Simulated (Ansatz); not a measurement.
# Te2Mo (P2_1/m) in Ansatz: further runs, part 2 of 2

Ansatz 0.2.0. The steps go on from the part before.

## 4. Density of states, LDA+U

Contents of input.yaml:

```yaml
crystal:
  lattice:
    - [6.33, 0.0, 0.0]
    - [0.0, 3.469, 0.0]
    - [-0.9467947088, 0.0, 13.8276237937]
  atoms:
    - { symbol: Te, position: [0.9437, 0.75, 0.6045] }
    - { symbol: Te, position: [0.0563, 0.25, 0.3955] }
    - { symbol: Te, position: [0.903, 0.25, 0.8514] }
    - { symbol: Te, position: [0.097, 0.75, 0.1486] }
    - { symbol: Te, position: [0.4112, 0.75, 0.8955] }
    - { symbol: Te, position: [0.5888, 0.25, 0.1045] }
    - { symbol: Te, position: [0.4432, 0.25, 0.6484] }
    - { symbol: Te, position: [0.5568, 0.75, 0.3516] }
    - { symbol: Mo, position: [0.8167, 0.75, 0.9926] }
    - { symbol: Mo, position: [0.1833, 0.25, 0.0074] }
    - { symbol: Mo, position: [0.6819, 0.25, 0.4934] }
    - { symbol: Mo, position: [0.3181, 0.75, 0.5066] }
hamiltonian:
  xc: lda
  pseudopotentials: { kind: paw }
  hubbard: { sites: [{ species: Mo, l: d, u_eff: 5.0 }] }
kpoints:
  mp_grid: { grid: [3, 6, 2] }
scf:
  occupations: { method: fermi_dirac, width: 0.05 }
  n_extra_bands: 30
output:
  forces: true
  stress: true
  eigenvalues: true
  dos: { projected: false, de: 0.05, nscf_kmesh: { grid: [5, 9, 3] } }
```

The run is started by

```sh
> ansatz run input.yaml --threads 4 --pin off --max-ram 11264MiB --backend cpu --events-out ev --progress --plain --runs-dir out
```

Wall time 25 s (4 threads of Intel Xeon Platinum 8259CL at 2.50GHz (Skylake/Cascade Lake), shared host); peak memory 2 GiB.

Results (log left out):

- Free energy: -73968.3862 eV
- Pressure: -2.9 GPa
- Largest force: 0.586 eV/Å
- Band gap on the k mesh: none (metal or under the smearing width)
- Density of states at the Fermi level: 1.31 states/eV per cell

Forces in eV/Å, atoms in the order of the input:
```
Te  -0.001  0.000 -0.187
Te   0.001  0.000  0.187
Te   0.014  0.000  0.495
Te  -0.014  0.000 -0.495
Te  -0.031  0.000  0.257
Te   0.031  0.000 -0.257
Te   0.026  0.000 -0.545
Te  -0.026  0.000  0.545
Mo   0.409  0.000  0.293
Mo  -0.409  0.000 -0.293
Mo  -0.552  0.000  0.196
Mo   0.552  0.000 -0.196
```

Stress tensor (GPa, compression positive):
```
-3.18  0.00  0.06
 0.00 -1.71  0.00
 0.06  0.00 -3.78
```

Levels at points of the mesh, in eV from the Fermi level:
```
             k point  band 90  band 91  band 92  band 93  band 94  band 95
  (0.00, 0.00, 0.00)    -0.29     0.02     0.04     0.29     0.36     0.76
 (0.00, 0.00, -0.50)    -0.20    -0.15    -0.14     0.29     0.36     0.73
 (0.00, -0.50, 0.00)    -1.79    -1.47    -1.47     0.92     0.92     1.23
(0.00, -0.50, -0.50)    -1.74    -1.68    -1.68     0.75     0.75     1.35
```

States per cell in windows of 0.5 eV (zero at the Fermi level; states under -8 eV left out):
```
from (eV)  total
     -8.0   0.00
     -7.5   0.00
     -7.0   0.00
     -6.5   0.00
     -6.0   1.88
     -5.5   3.69
     -5.0   5.87
     -4.5   3.00
     -4.0   5.63
     -3.5   5.71
     -3.0   6.33
     -2.5   5.71
     -2.0   7.91
     -1.5   5.94
     -1.0   2.81
     -0.5   1.40
      0.0   1.53
      0.5   3.85
      1.0   6.04
      1.5   5.63
      2.0   5.47
      2.5   3.47
      3.0   4.72
      3.5   1.38
      4.0   0.25
      4.5   2.19
      5.0   2.68
      5.5   3.34
      6.0   3.51
      6.5   3.91
      7.0   4.81
      7.5   4.30
```

Eigenvalues of the final occupation matrices:
```tsv
site	spin	trace	eigenvalues
site 1	1	2.73	0.35 0.47 0.52 0.67 0.72
site 2	1	2.73	0.35 0.47 0.52 0.67 0.72
site 3	1	2.73	0.34 0.48 0.52 0.67 0.72
site 4	1	2.73	0.34 0.48 0.52 0.67 0.72
```

Caveat: U without spin polarisation on a metal has little footing; the PAW data sets come from PBE, with cores solved anew for the run's functional, which leaves a small shift of forces and pressure; the U is typed as a test and isn't derived for this compound; the density of states is complete only up to the lowest level of the last band computed. Spin-orbit coupling is left out, which matters for the levels of Te.

## 5. Density of states, LDA+U

Changes to input.yaml since step 4:

```diff
@@ -21,3 +21,3 @@
   pseudopotentials: { kind: paw }
-  hubbard: { sites: [{ species: Mo, l: d, u_eff: 5.0 }] }
+  hubbard: { sites: [{ species: Mo, l: d, u_eff: 6.0 }] }
 kpoints:
@@ -32 +32,5 @@
   dos: { projected: false, de: 0.05, nscf_kmesh: { grid: [5, 9, 3] } }
+  write_density: true
+  write_potential: true
+  elf: true
+  volumetric_format: npy
```

The run is started by

```sh
> ansatz run input.yaml --threads 4 --pin off --max-ram 11264MiB --backend cpu --events-out ev --progress --plain --runs-dir out
```

Run time: 30 s. Hardware: 4 threads of Intel Xeon Platinum 8259CL at 2.50GHz (Skylake/Cascade Lake), shared host; peak memory 2.2 GiB.

It converged, with:

```yaml
Free_energy: -73963.8580 eV
Pressure: -2.1 GPa
Largest_force: 0.466 eV/Å
Band_gap_on_the_k_mesh: none (metal or under the smearing width)
Density_of_states_at_the_Fermi_level: 1.22 states/eV per cell
```

Forces on the atoms (eV/Å):
```
Te  -0.063  0.000 -0.220
Te   0.063  0.000  0.220
Te   0.009  0.000  0.445
Te  -0.009  0.000 -0.445
Te  -0.047  0.000  0.238
Te   0.047  0.000 -0.238
Te  -0.003  0.000 -0.461
Te   0.003  0.000  0.461
Mo   0.252  0.000  0.391
Mo  -0.252  0.000 -0.391
Mo  -0.226  0.000  0.339
Mo   0.226  0.000 -0.339
```

Stress tensor (GPa, compression positive):
```
-2.26  0.00 -0.06
 0.00 -0.54  0.00
-0.06  0.00 -3.57
```

Levels at points of the mesh, in eV from the Fermi level:
| k point | band 89 | band 90 | band 91 | band 92 | band 93 | band 94 | band 95 | band 96 |
| --- | --- | --- | --- | --- | --- | --- | --- | --- |
| (0.00, 0.00, 0.00) | -0.84 | -0.32 | -0.10 | 0.00 | 0.03 | 0.05 | 0.85 | 1.11 |
| (0.00, 0.00, -0.50) | -0.29 | -0.24 | -0.17 | -0.17 | -0.09 | 0.06 | 1.04 | 1.07 |
| (0.00, -0.50, 0.00) | -1.84 | -1.84 | -1.46 | -1.46 | 0.91 | 0.91 | 1.09 | 1.09 |
| (0.00, -0.50, -0.50) | -1.73 | -1.73 | -1.67 | -1.67 | 0.64 | 0.64 | 1.39 | 1.39 |

States per cell in windows of 1 eV (zero at the Fermi level; states under -8 eV left out):
| from (eV) | total |
| --- | --- |
| -8.0 | 0.00 |
| -7.0 | 0.28 |
| -6.0 | 7.02 |
| -5.0 | 9.05 |
| -4.0 | 12.03 |
| -3.0 | 12.30 |
| -2.0 | 11.84 |
| -1.0 | 3.52 |
| 0.0 | 6.27 |
| 1.0 | 11.02 |
| 2.0 | 9.48 |
| 3.0 | 5.20 |
| 4.0 | 3.10 |
| 5.0 | 6.14 |
| 6.0 | 7.64 |
| 7.0 | 8.88 |

Eigenvalues of the final occupation matrices:
```csv
site,spin,trace,eigenvalues
site 1,1,2.73,0.30 0.46 0.53 0.68 0.75
site 2,1,2.73,0.30 0.46 0.53 0.68 0.75
site 3,1,2.73,0.29 0.46 0.53 0.68 0.77
site 4,1,2.73,0.29 0.46 0.53 0.68 0.77
```

Caveat: U without spin polarisation on a metal has little footing; the PAW data sets come from PBE, with cores solved anew for the run's functional, which leaves a small shift of forces and pressure; the U is typed as a test and isn't derived for this compound; the density of states is complete only up to the lowest level of the last band computed.

## 6. Density of states, LDA+U

Changes to input.yaml since step 5:

```diff
@@ -21,3 +21,3 @@
   pseudopotentials: { kind: paw }
-  hubbard: { sites: [{ species: Mo, l: d, u_eff: 6.0 }] }
+  hubbard: { sites: [{ species: Mo, l: d, u_eff: 8.0 }] }
 kpoints:
@@ -32,5 +32 @@
   dos: { projected: false, de: 0.05, nscf_kmesh: { grid: [5, 9, 3] } }
-  write_density: true
-  write_potential: true
-  elf: true
-  volumetric_format: npy
```

Potentials or basis: Ansatz PAW.

The run is started by

```sh
> ansatz run input.yaml --threads 4 --pin off --max-ram 11264MiB --backend cpu --events-out ev --progress --plain --runs-dir out
```

The log of the run:

```text
Warning: RAYON_NUM_THREADS=4 ignored (pool sized by the plan → 4); use --threads N
Te: projections on atomic orbitals take those of the free atom [Kr] 4d10 5s2 5p4, of charge +0.00 (hamiltonian.pseudopotentials.projection_atoms); the dataset's partial waves leave at most 7.8e-6 of an orbital's norm unspanned inside its sphere
[... 96 lines left out ...]
  k-point 1: bands = ["-48.4622", "-48.4143", "-48.3969", "-48.3479", "-24.9208", "-24.9177", "-24.8934", "-24.8932", "-24.8701", "-24.8665", "-24.8632", "-24.8585", "-24.8401", "-24.8401", "-24.8144", "-24.8093", "-24.7987", "-24.7868", "-24.7852", "-24.7812", "-24.7501", "-24.7381", "-24.7356", "-24.7315", "-24.5170", "-24.5139", "-24.5096", "-24.5068", "-24.4604", "-24.4537", "-24.4509", "-24.4472", "-24.4467", "-24.4441", "-24.4424", "-24.4325", "-24.4215", "-24.4167", "-24.3945", "-24.3817", "-24.3762", "-24.3660", "-24.3552", "-24.3501", "-23.0322", "-22.9748", "-22.8157", "-22.7639", "-22.6555", "-22.6100", "-22.4929", "-22.4438", "-22.3376", "-22.2958", "-22.2874", "-22.2373", "-0.9723", "-0.9171", "0.0517", "0.0961", "0.7688", "0.8023", "1.2049", "1.2528", "6.4201", "6.5007", "6.5520", "6.6268", "7.3286", "7.4453", "7.9279", "7.9890", "8.3548", "8.4953", "9.1861", "9.2101", "9.2108", "9.2531", "9.7673", "9.7836", "10.4452", "10.4914", "10.7920", "10.8462", "10.8709", "11.0139", "11.2509", "11.3377", "11.7976", "11.8186", "11.9843", "12.0328", "12.1359", "12.1368", "13.6206", "13.7674", "14.0091", "14.0597", "14.4542", "14.4547", "14.6282", "14.6371", "15.3023", "15.3087", "15.4543", "15.4627", "15.9141", "15.9301", "16.9449", "16.9801", "17.3106", "17.4178", "17.9832", "18.0757", "18.7095", "18.8680", "19.1140", "19.1489", "20.1101", "20.1442", "20.6427", "20.6928"]
  k-point 2: bands = ["-48.4573", "-48.4094", "-48.4034", "-48.3544", "-24.9147", "-24.9113", "-24.8961", "-24.8949", "-24.8651", "-24.8638", "-24.8611", "-24.8601", "-24.8427", "-24.8419", "-24.8164", "-24.8119", "-24.7981", "-24.7876", "-24.7852", "-24.7816", "-24.7494", "-24.7389", "-24.7357", "-24.7320", "-24.5131", "-24.5126", "-24.5084", "-24.5082", "-24.4617", "-24.4505", "-24.4502", "-24.4494", "-24.4456", "-24.4452", "-24.4419", "-24.4328", "-24.4203", "-24.4160", "-24.3958", "-24.3849", "-24.3756", "-24.3664", "-24.3539", "-24.3494", "-23.0175", "-22.9605", "-22.8314", "-22.7790", "-22.6640", "-22.6186", "-22.5296", "-22.4810", "-22.3285", "-22.2858", "-22.2838", "-22.2340", "-0.7661", "-0.4297", "-0.0169", "0.4438", "0.8718", "1.0602", "1.2591", "1.4737", "6.3991", "6.6433", "6.8992", "6.9892", "7.4112", "7.4746", "7.6115", "7.6975", "8.3694", "8.5041", "8.5452", "8.9880", "9.0846", "9.1811", "9.4892", "9.5158", "9.7402", "10.0984", "10.1465", "10.2003", "10.7058", "10.7898", "10.8613", "10.8879", "11.2659", "11.3775", "11.4158", "12.3488", "12.8064", "12.8697", "12.8974", "13.0159", "13.4704", "13.9264", "13.9446", "14.0685", "14.1923", "14.5864", "14.9445", "15.1164", "15.1384", "15.5112", "15.7510", "15.9480", "17.0559", "17.0966", "17.8294", "18.0902", "18.9812", "19.3547", "19.5709", "19.7536", "19.8204", "19.9196", "20.1852", "20.2944", "20.5082", "20.6146"]
  k-point 15: bands = ["-48.4295", "-48.4295", "-48.3810", "-48.3810", "-24.9047", "-24.9047", "-24.8915", "-24.8915", "-24.8700", "-24.8700", "-24.8514", "-24.8514", "-24.8403", "-24.8403", "-24.8213", "-24.8213", "-24.7936", "-24.7936", "-24.7840", "-24.7840", "-24.7447", "-24.7447", "-24.7347", "-24.7347", "-24.5202", "-24.5202", "-24.4934", "-24.4934", "-24.4624", "-24.4624", "-24.4573", "-24.4573", "-24.4369", "-24.4369", "-24.4305", "-24.4305", "-24.4149", "-24.4149", "-24.3966", "-24.3966", "-24.3706", "-24.3706", "-24.3483", "-24.3483", "-22.9417", "-22.9417", "-22.8880", "-22.8880", "-22.6440", "-22.6440", "-22.5963", "-22.5963", "-22.2920", "-22.2920", "-22.2456", "-22.2456", "0.9400", "0.9400", "1.0901", "1.0901", "1.4207", "1.4207", "1.5000", "1.5000", "5.8706", "5.8706", "5.9931", "5.9931", "7.0902", "7.0902", "7.1981", "7.1981", "7.9526", "7.9526", "8.0636", "8.0636", "8.8783", "8.8783", "9.0069", "9.0069", "9.4924", "9.4924", "9.6321", "9.6321", "10.0681", "10.0681", "10.1702", "10.1702", "10.9442", "10.9442", "11.0563", "11.0563", "12.6961", "12.6961", "13.2174", "13.2174", "14.1869", "14.1869", "14.3895", "14.3895", "15.1905", "15.1905", "15.3400", "15.3400", "15.6637", "15.6637", "15.7891", "15.7891", "16.7683", "16.7683", "17.1620", "17.1620", "17.5970", "17.5970", "17.8005", "17.8005", "18.6476", "18.6476", "18.9024", "18.9024", "19.1453", "19.1453"]
Occupation matrices written to <dir>
```

occupation_matrices:

```text
# The occupation matrices of the corrected shells as a run of Ansatz 0.0.0 ended. An entry of
# hamiltonian.hubbard.sites starts from them by `starting_ns: <path of this file>`, where that key's refused
# combinations let it.
# Free energy -73955.563241 eV.
# projection_atom_Te: [Kr] 4d10 5s2 5p4
# projection_atom_Mo: [Ar 3d10] 4s2 4p6 4d5 5s1
[... 47 lines left out ...]
      - [-0.038225054686573216, 0.09485776440984398, 0.0, 0.22418043096937526, 0.0]
      - [0.0, 0.0, 0.13128879725336226, 0.0, 0.7774721467673881]
  site11_d:
    matrix:
      - [0.7118413911383829, -0.08127510613577937, 0.0, -0.03822505468657322, 0.0]
      - [-0.08127510613577937, 0.3985243423617115, 0.0, 0.09485776440984398, 0.0]
      - [0.0, 0.0, 0.6018309421714435, 0.0, 0.13128879725336226]
      - [-0.03822505468657322, 0.09485776440984398, 0.0, 0.2241804309693753, 0.0]
      - [0.0, 0.0, 0.13128879725336226, 0.0, 0.7774721467673881]
```

It took 32 s on 4 threads of Intel Xeon Platinum 8259CL at 2.50GHz (Skylake/Cascade Lake), shared host; peak memory 2 GiB.

Results:

- Free energy: -73955.5632 eV
- Pressure: 0.7 GPa
- Largest force: 0.702 eV/Å
- Band gap on the k mesh: none (metal or under the smearing width)
- Density of states at the Fermi level: 0.92 states/eV per cell

Forces on the atoms (eV/Å):
```
Te  -0.115  0.000  0.050
Te   0.115  0.000 -0.050
Te  -0.079  0.000  0.001
Te   0.079  0.000 -0.001
Te  -0.097  0.000  0.018
Te   0.097  0.000 -0.018
Te  -0.087  0.000 -0.008
Te   0.087  0.000  0.008
Mo  -0.543  0.000  0.445
Mo   0.543  0.000 -0.445
Mo   0.467  0.000  0.397
Mo  -0.467  0.000 -0.397
```

Stress tensor (GPa, compression positive):
```
 0.72  0.00  0.10
 0.00  2.45  0.00
 0.10  0.00 -1.17
```

Levels at points of the mesh, in eV from the Fermi level:
```csv
k point,band 89,band 90,band 91,band 92,band 93,band 94,band 95,band 96
"(0.00, 0.00, 0.00)",-0.88,-0.37,-0.28,-0.11,-0.04,0.14,0.99,1.67
"(0.00, 0.00, -0.50)",-0.42,-0.40,-0.24,-0.19,-0.09,-0.08,1.40,1.55
"(0.00, -0.50, 0.00)",-1.88,-1.88,-1.47,-1.47,0.68,0.68,0.87,0.87
"(0.00, -0.50, -0.50)",-1.74,-1.74,-1.66,-1.66,0.31,0.31,1.30,1.30
```

States per cell in windows of 0.5 eV (zero at the Fermi level; states under -8 eV left out):
| from (eV) | total |
| --- | --- |
| -8.0 | 0.00 |
| -7.5 | 0.00 |
| -7.0 | 0.01 |
| -6.5 | 1.61 |
| -6.0 | 3.40 |
| -5.5 | 4.32 |
| -5.0 | 4.89 |
| -4.5 | 5.99 |
| -4.0 | 3.95 |
| -3.5 | 6.71 |
| -3.0 | 5.60 |
| -2.5 | 5.76 |
| -2.0 | 5.93 |
| -1.5 | 4.42 |
| -1.0 | 2.55 |
| -0.5 | 0.92 |
| 0.0 | 3.49 |
| 0.5 | 3.47 |
| 1.0 | 1.72 |
| 1.5 | 5.38 |
| 2.0 | 4.92 |
| 2.5 | 5.75 |
| 3.0 | 5.60 |
| 3.5 | 1.63 |
| 4.0 | 0.54 |
| 4.5 | 2.69 |
| 5.0 | 2.87 |
| 5.5 | 3.42 |
| 6.0 | 3.51 |
| 6.5 | 4.13 |
| 7.0 | 4.95 |
| 7.5 | 3.86 |

Eigenvalues of the final occupation matrices:
| site | spin | trace | eigenvalues |
| --- | --- | --- | --- |
| site 1 | 1 | 2.71 | 0.19 0.41 0.53 0.74 0.85 |
| site 2 | 1 | 2.71 | 0.19 0.41 0.53 0.74 0.85 |
| site 3 | 1 | 2.71 | 0.18 0.41 0.53 0.74 0.85 |
| site 4 | 1 | 2.71 | 0.18 0.41 0.53 0.74 0.85 |

Caveat: U without spin polarisation on a metal has little footing; the PAW data sets come from PBE, with cores solved anew for the run's functional, which leaves a small shift of forces and pressure; the U is typed as a test and isn't derived for this compound; the density of states is complete only up to the lowest level of the last band computed. The run has no spin-orbit coupling, so splittings on Te are missing.

## 7. Overview

```csv
U,gap on the mesh (eV),pressure (GPa),largest force (eV/Å)
Mo d U = 3 eV,none,-3.3,0.55
Mo d U = 4 eV,none,-3.2,0.58
Mo d U = 5 eV,none,-2.9,0.59
Mo d U = 6 eV,none,-2.1,0.47
Mo d U = 8 eV,none,0.7,0.70
```

Alike in all rows: task density of states; level LDA+U; potentials or basis Ansatz PAW; no spin polarisation; cell as given; k mesh 3 × 6 × 2; cutoff (eV) 420; smearing fermi-dirac 0.05 eV.

Every run on the cell as given and a fine mesh finds a metal.

Caveats: U without spin polarisation on a metal has little footing; the PAW data sets come from PBE, with cores solved anew for the run's functional, which leaves a small shift of forces and pressure; the U is typed as a test and isn't derived for this compound; the density of states is complete only up to the lowest level of the last band computed.

Absolute energies hang on the potentials; compare differences alone.
